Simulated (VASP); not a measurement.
Here is a VASP 6.6.1 calculation.

The input INCAR:

```
SYSTEM = Si
ALGO = Fast
EDIFF = 1E-6
ENCUT = 520
GGA = PS
ISIF = 2
ISMEAR = 0
LASPH = .True.
LCHARG = .True.
LELF = .True.
LREAL = .False.
LVHAR = .True.
LWAVE = .False.
NBANDS = 16
NELM = 80
PREC = Accurate
SIGMA = 0.03
```

Contents of KPOINTS:

```
k-points
0
Gamma
  12 12 12
  0 0 0
```

File POSCAR:

```
Si
1.0
   -3.3254442900      3.3254442900      1.9223856600
    3.3254442900     -3.3254442900      1.9223856600
    3.3254442900      3.3254442900     -1.9223856600
Si
4
Direct
    0.1788010600      0.1788010600      0.3576021200
    0.8211989400      0.8211989400      0.6423978800
    0.1788010600      0.8211989400      0.0000000000
    0.8211989400      0.1788010600      0.0000000000
```

Potentials or basis: VASP PAW PBE potentials, release 64 (Si).

Command:

```bash
$ cat potpaw_PBE.64/Si/POTCAR > POTCAR
$ mpirun -np 1 vasp_std > vasp.out
```

Q: What does it give for the band gap on the k mesh?

A: 0.16 eV, indirect (least direct gap 0.28 eV).

Q: Estimate the largest force.

A: 0.011 eV/Å.

Q: What does it give for the pressure?

A: -0.2 GPa.

Stress tensor (GPa, compression positive):
```
-0.19  0.00  0.00
 0.00 -0.19  0.00
 0.00  0.00 -0.32
```

Caveat: the PAW data sets were made with another functional, which shifts forces and pressure a little. A k mesh can miss the band edges.
